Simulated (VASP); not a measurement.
# Zn (P6_3/mmc) in VASP: further runs, part 2 of 3

VASP 6.6.1. The steps go on from the part before.

### 3 Relaxation of shape and atoms at fixed volume, PBE (a relaxed cell with its volume scaled by 0.94)

INCAR

```
ALGO = Normal
EDIFF = 1E-7
EDIFFG = -0.01
ENCUT = 600
GGA = PE
IBRION = 2
ISIF = 4
ISMEAR = 1
LASPH = T
LCHARG = F
LREAL = F
LWAVE = F
NELM = 80
NSW = 40
PREC = Accurate
SIGMA = 0.1
```

KPOINTS

```
k-points
0
Gamma
  18 18 8
```

POSCAR

```
Zn                                      
1.0
    2.5823541795     -0.0000000000      0.0000000000
   -1.2911770898      2.2363843210      0.0000000000
    0.0000000000     -0.0000000000      5.0131256364
  Zn            
     2
Direct
     0.3333333332999970    0.6666666667000030    0.2500000000000000
     0.6666666667000030    0.3333333332999970    0.7500000000000000
```

Potentials or basis: VASP PAW PBE potentials, release 64 (Zn).

Launch:

```console
cat potpaw_PBE.64/Zn/POTCAR > POTCAR
mpirun -np 1 vasp_std > vasp.out
```

OUTCAR:

```text
EDIFF = 1E-7
   EDIFFG = -0.01
   ENCUT = 600
   GGA = PE
   IBRION = 2
   ISIF = 4
   ISMEAR = 1
   LASPH = T
   LREAL = F
   NELM = 80
   NSW = 40
   PREC = Accurate

 ion  position               nearest neighbor table
   1  0.333  0.667  0.250-   2 2.92   2 2.92   2 2.92   2 2.92   2 2.92   2 2.92
   2  0.667  0.333  0.750-   1 2.92   1 2.92   1 2.92   1 2.92   1 2.92   1 2.92

  LATTYP: Found a hexagonal cell.
 ALAT       =     2.5823541795
 C/A-ratio  =     1.9413005684

  Lattice vectors:

 A1 = (   2.5823541795,   0.0000000000,   0.0000000000)
 A2 = (  -1.2911770898,   2.2363843210,   0.0000000000)
 A3 = (   0.0000000000,   0.0000000000,   5.0131256364)

Analysis of symmetry for initial positions (statically):
=====================================================================
 Subroutine PRICEL returns:
 Original cell was already a primitive cell.

 Routine SETGRP: Setting up the symmetry group for a
 hexagonal supercell.

 Subroutine GETGRP returns: Found 24 space group operations
 (whereof 12 operations were pure point group operations)
 out of a pool of 24 trial point group operations.

The static configuration has the point symmetry D_3d.
 The point group associated with its full space group is D_6h.

Analysis of symmetry for dynamics (positions and initial velocities):
=====================================================================
 Subroutine PRICEL returns:
 Original cell was already a primitive cell.

 Routine SETGRP: Setting up the symmetry group for a
 hexagonal supercell.

 Subroutine GETGRP returns: Found 24 space group operations
 (whereof 12 operations were pure point group operations)
 out of a pool of 24 trial point group operations.

The dynamic configuration has the point symmetry D_3d.
 The point group associated with its full space group is D_6h.

 Subroutine INISYM returns: Found 24 space group operations
 (whereof 12 operations are pure point group operations),
 and found     1 'primitive' translations

----------------------------------------------------------------------------------------

                                     Primitive cell

  volume of cell :      28.9515

  direct lattice vectors                    reciprocal lattice vectors
     2.582354179  0.000000000  0.000000000     0.387243550  0.223575168  0.000000000
    -1.291177090  2.236384321  0.000000000     0.000000000  0.447150336  0.000000000
     0.000000000  0.000000000  5.013125636     0.000000000  0.000000000  0.199476349

  length of vectors
     2.582354179  2.582354180  5.013125636     0.447150336  0.447150336  0.199476349

  position of ions in fractional coordinates (direct lattice)
     0.333333333  0.666666667  0.250000000
     0.666666667  0.333333333  0.750000000

  ion indices of the primitive-cell ions
   primitive index   ion index
                 1           1
                 2           2

----------------------------------------------------------------------------------------

 KPOINTS: k-points

Automatic generation of k-mesh.
 Grid dimensions read from file:
 generate k-points for:   18   18    8

 Generating k-lattice:
[... 24 lines left out ...]
  0.277778  0.000000  0.000000      6.000000
[... 16 lines left out ...]
  0.333333  0.111111  0.000000     12.000000
  0.388889  0.111111  0.000000     12.000000
 [... further k-points ...]
   k-points           NKPTS =    185   k-points in BZ     NKDIM =    185   number of bands    NBANDS=     16
   number of dos      NEDOS =    301   number of ions     NIONS =      2
   total plane-waves  NPLWV =  23040
   dimension x,y,z NGX =    24 NGY =   24 NGZ =   40
   dimension x,y,z NGXF=    48 NGYF=   48 NGZF=   80
   ions per type =               2
   NGX,Y,Z   is equivalent  to a cutoff of  15.45, 15.45, 13.26 a.u.
   NGXF,Y,Z  is equivalent  to a cutoff of  30.90, 30.90, 26.53 a.u.
 SYSTEM =  unknown system
   PREC   = accura    normal or accurate (medium, high low for compatibility)
   ISTART =      0    job   : 0-new  1-cont  2-samecut
   ICHARG =      2    charge: 1-file 2-atom 10-const
   ISPIN  =      1    spin polarized calculation?
   LNONCOLLINEAR =      F non collinear calculations
   LSORBIT =      F    spin-orbit coupling
   LASPH  =      T    aspherical Exc in radial PAW
   ENCUT  =  600.0 eV  44.10 Ry    6.64 a.u.   5.16  5.16 10.01*2*pi/ulx,y,z
   NELM   =     80;   NELMIN=  2; NELMDL= -5     # of ELM steps
   EDIFF  = 0.1E-06   stopping-criterion for ELM
   LREAL  =      F    real-space projection
   EDIFFG = -.1E-01   stopping-criterion for IOM
   NSW    =     40    number of steps for IOM
   IBRION =      2    ionic relax: 0-MD 1-quasi-New 2-CG
   NFREE  =      1    steps in history (QN), initial steepest desc. (CG)
   ISIF   =      4    stress and relaxation
   ISYM   =      2    0-nonsym 1-usesym 2-fastsym
   POTIM  = 0.5000    time-step for ionic-motion
   TEBEG  =    0.0;   TEEND  =   0.0 temperature during run
   PSTRESS=    0.0 pullay stress
   NELECT =      24.0000    total number of electrons
   NUPDOWN=      -1.0000    fix difference up-down
   EMIN   =  10.00;   EMAX   =-10.00  energy-range for DOS
   EFERMI =   0.00;   METHOD = LEGACY
   ISMEAR =     1;   SIGMA  =   0.10  broadening in eV -4-tet -1-fermi 0-gaus
   EFERMI_NEDOS =   21; number of points for ismear=-14 and -15
   IALGO  =     38    algorithm
   IMIX   =      4    mixing-type and parameters
     AMIX     =   0.40;   BMIX     =  1.00
     AMIX_MAG =   1.60;   BMIX_MAG =  1.00
  volume/ion in A,a.u.               =      14.48        97.69
  Fermi-wavevector in a.u.,A,eV,Ry     =   1.537877  2.906166 32.178677  2.365066
  Thomas-Fermi vector in A             =   2.644324
   LORBIT       =      0    0 simple, 1 ext, 2 COOP (PROOUT), +10 PAW based schemes
   GGA     = PE    functional components
   LHFCALC =     F    Hartree Fock is set to
   AEXX    =    0.0000 exact exchange contribution
   IVDW    =     0    specifies the selected vdW correction
   LEPSILON=     F    determine dielectric tensor
   LRPA    =     F    only Hartree local field effects (RPA)
 conjugate gradient relaxation of ions
 non-spin polarized calculation
 Methfessel and Paxton  Order N= 1 SIGMA  =   0.10
  energy-cutoff  :      600.00
  volume of cell :       28.95
 maximum number of plane-waves:       979
 NGX is ok and might be reduce to    24
   NGX = 11   NGY = 11   NGZ = 21

--------------------------------------- Ionic step        1  -------------------------------------------

 number of electron      24.0000021 magnetization

 Free energy of the ion-electron system (eV)
  ---------------------------------------------------
  ext. energy  EPLUGINS =         0.00000000
  ---------------------------------------------------
  free energy    TOTEN  =        -2.18969865 eV

  energy without entropy =       -2.18979188  energy(sigma->0) =       -2.18972973

------------------------ aborting loop because EDIFF is reached ----------------------------------------

  FORCE on cell =-STRESS in cart. coord.  units (eV):
  Direction    XX          YY          ZZ          XY          YZ          ZX
  --------------------------------------------------------------------------------------
  -------------------------------------------------------------------------------------
  Total        1.1485811      1.1485811      0.6319771     -0.0000000      0.0000000     -0.0000000
  in kB       63.5625675     63.5625675     34.9736631     -0.0000000      0.0000000     -0.0000000
  external PRESSURE =      54.0329327 kB  Pullay stress =       0.0000000 kB
[... 95 lines left out ...]
--------------------------------------- Ionic step        4  -------------------------------------------

 number of electron      23.9999996 magnetization

 Free energy of the ion-electron system (eV)
  ---------------------------------------------------
  ext. energy  EPLUGINS =         0.00000000
  ---------------------------------------------------
  free energy    TOTEN  =        -2.19659431 eV

  energy without entropy =       -2.19617723  energy(sigma->0) =       -2.19645528

 E-fermi :   3.6260     XC(G=0): -11.8141

 val. band max:        3.6124891797   @ k =   0.1667   0.1111   0.1250
 cond. band min:       3.6477721464   @ k =   0.3333   0.3333   0.1250
 fundamental gap:      0.0352829667
 Fermi energy:         3.6259765928

 k-point     1 :       0.0000    0.0000    0.0000
  band No.  band energies     occupation
      1      -7.3274      2.00000
      2      -5.3543      2.00000
      3      -4.5839      2.00000
      4      -4.3414      2.00000
      5      -4.3414      2.00000
      6      -4.2844      2.00000
[... 433 lines left out ...]
      3      -4.8423      2.00000
      4      -4.3407      2.00000
      5      -4.2209      2.00000
      6      -4.1933      2.00000
[... 8 lines left out ...]
     15       9.2478      0.00000
     16      10.4634      0.00000

 [... further k-points ...]
[... 5 lines left out ...]
  --------------------------------------------------------------------------------------
  -------------------------------------------------------------------------------------
  Total        0.7076488      0.7076488      0.7036009     -0.0000000     -0.0000000      0.0000000
  in kB       39.1613355     39.1613355     38.9373277     -0.0000000     -0.0000000      0.0000000
  external PRESSURE =      39.0866662 kB  Pullay stress =       0.0000000 kB
[... 17 lines left out ...]
  FREE ENERGIE OF THE ION-ELECTRON SYSTEM (eV)
  ---------------------------------------------------
  free  energy   TOTEN  =        -2.1965943135 eV

  energy  without entropy=       -2.1961772253  energy(sigma->0) =       -2.19645528

 reached required accuracy - stopping structural energy minimisation
```

OSZICAR:

```text
N       E                     dE             d eps       ncg     rms          rms(c)
DAV:   1     0.102057105395E+03    0.10206E+03   -0.14099E+04  6056   0.264E+03
DAV:   2     0.435640735750E+00   -0.10162E+03   -0.10007E+03  6024   0.319E+02
DAV:   3    -0.242213411621E+01   -0.28578E+01   -0.28527E+01  7272   0.653E+01
[... 32 lines left out ...]
DAV:   3    -0.219651059520E+01    0.70691E-02   -0.89917E-03  8232   0.172E+00    0.552E-02
DAV:   4    -0.219659523725E+01   -0.84642E-04   -0.10872E-03  6296   0.405E-01    0.342E-02
DAV:   5    -0.219659450217E+01    0.73508E-06   -0.87216E-06  7272   0.828E-02    0.323E-03
DAV:   6    -0.219659433848E+01    0.16369E-06   -0.86433E-07  6696   0.152E-02    0.931E-04
DAV:   7    -0.219659431346E+01    0.25015E-07   -0.58796E-08  3368   0.412E-03
   4 F= -.21965943E+01 E0= -.21964553E+01  d E =-.689566E-02
```

CONTCAR:

```text
Zn
   1.00000000000000
     2.6269155949974006   -0.0000000000065330   -0.0000000000000000
    -1.3134577975552209    2.2749756388487308    0.0000000000000000
     0.0000000000000000    0.0000000000000000    4.8444889041668260
  Zn
     2
Direct
     0.3333333332999970    0.6666666667000030    0.2500000000000000
     0.6666666667000030    0.3333333332999970    0.7500000000000000

  0.00000000E+00  0.00000000E+00  0.00000000E+00
  0.00000000E+00  0.00000000E+00  0.00000000E+00
```

Run time: 2.4 min. Hardware: 1 thread of Intel Xeon Platinum 8488C (Sapphire Rapids), shared host; peak memory 0.22 GiB.

Results:

* Free energy: -2.1966 eV
* Energy gained by relaxing: 3.4 meV/atom
* Ionic steps: 4
* Pressure after relaxing: 3.9 GPa
* Band gap on the k mesh: none (metal or under the smearing width)

The path:
```tsv
step	energy change (eV)	largest force (eV/Å)	pressure (GPa)
1	0.0000	0.0000	5.40
2	-0.0036	0.0000	4.95
3	-0.0064	0.0000	4.12
4	-0.0069	0.0000	3.91
```

Final structure:
```xyz
2
Lattice="2.6269 0.0000 0.0000 -1.3135 2.2750 0.0000 0.0000 0.0000 4.8445" Properties=species:S:1:pos:R:3 pbc="T T T"
Zn    0.0000    1.5167    1.2111
Zn    1.3135    0.7583    3.6334
```

Levels at points of the mesh, in eV from the Fermi level:
```csv
k point,band 10,band 11,band 12,band 13,band 14,band 15
"(0.00, 0.00, 0.00)",-7.33,-7.33,-4.01,-3.08,14.15,17.80
"(0.50, 0.00, 0.00)",-7.12,-3.17,-2.38,2.64,3.44,4.28
"(0.00, 0.00, 0.50)",-7.42,-7.42,-7.42,4.73,4.73,19.17
"(0.50, 0.00, 0.50)",-7.13,-2.18,-2.18,0.06,0.06,10.41
```

(Continued in part 3 of 3.)
